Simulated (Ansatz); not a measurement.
Elastic constants of TaC (Fm-3m), step by step

```
Ta C
1.0
     0.00000    2.23124    2.23124
     2.23124    0.00000    2.23124
     2.23124    2.23124    0.00000
Ta C
1 1
Cartesian
  0.0000 0.0000 0.0000
  2.2312 2.2312 2.2312
```

Level of theory, where no other is named: r²SCAN, PAW on Ansatz 0.2.0's default frozen-core files (fitted under PBE), scalar-relativistic. k mesh 18×18×18, strains of ±0.005, Fermi-Dirac smearing of 0.050 eV, cutoff 500 eV. The cell was relaxed by PAW under this functional.

The cell is cubic and carries a residual pressure of -0.04 GPa at this level. Each strain component that symmetry leaves independent is applied at ±0.005, the ions relax wherever a strain frees them, and the stress (tension positive, GPa) is read. Shears are engineering strains, γ = 2ε.

```
strain    size      σxx      σyy      σzz      σyz     σxz     σxy
    xx  -0.005  -3.6280  -0.7301  -0.7301   0.0000  0.0000  0.0000
    xx  +0.005   3.5349   0.7735   0.7735   0.0000  0.0000  0.0000
    yz  -0.005   0.0403   0.0330   0.0330  -0.8769  0.0000  0.0000
    yz  +0.005   0.0403   0.0330   0.0330   0.8769  0.0000  0.0000
```

A central difference gives one constant, for example C11 ≈ (3.5349 − (-3.6280))/(0.01) = 716.3 GPa; the program then imposes the crystal's symmetry on the whole matrix.

Question: What are the independent elastic constants?

Answer: C11 = 716.3, C12 = 150.4, C44 = 175.4 GPa.

Question: Do they meet the Born conditions?

Answer: C11 − C12 = 565.9, C11 + 2C12 = 1017.0 and C44 = 175.4 GPa must all be positive, so the crystal is elastically stable; that says nothing yet of its phonons.

Question: What moduli does a random aggregate of grains have?

Answer: B = (C11 + 2C12)/3 = 339.0 GPa. G_V = (C11 − C12 + 3C44)/5 = 218.4 and G_R = 5(C11 − C12)C44/(4C44 + 3(C11 − C12)) = 206.8, so G_H = 212.6 GPa. Then E = 9BG/(3B + G) = 527.6 GPa, ν = (3B − 2G)/(6B + 2G) = 0.241 and B/G = 1.59, on the brittle side of Pugh's 1.75 (a rule of thumb).

Question: With the density of 14.423 g/cm³, how fast does sound travel, and what Debye temperature follows?

Answer: 

| direction | slow (m/s) | middle (m/s) | fast (m/s) |
| --- | --- | --- | --- |
| [100] | 3487 | 3487 | 7047 |
| [110] | 3487 | 4429 | 6496 |
| [111] | 4139 | 4139 | 6302 |

The mean of v⁻³ over directions and branches gives v_m = 4235 m/s and θ_D = (ħ/k_B) v_m (6π²n)^(1/3) = 565 K, n being atoms per volume. Young's modulus spans 449 to 664 GPa over directions, and the universal anisotropy index is 0.28.

Question: What happens at 5 GPa (cell relaxed there)?

Answer: The volume falls to 0.9857 of its value, and C11 = 762.7, C12 = 158.3, C44 = 178.3 GPa (slopes of the stress), in this structure whether or not another phase takes over.

Known limits: frozen-core PAW files fitted under PBE, their cores solved anew for the functional of the run; responses of metals move with mesh and smearing; no spin-orbit coupling on heavy atoms.
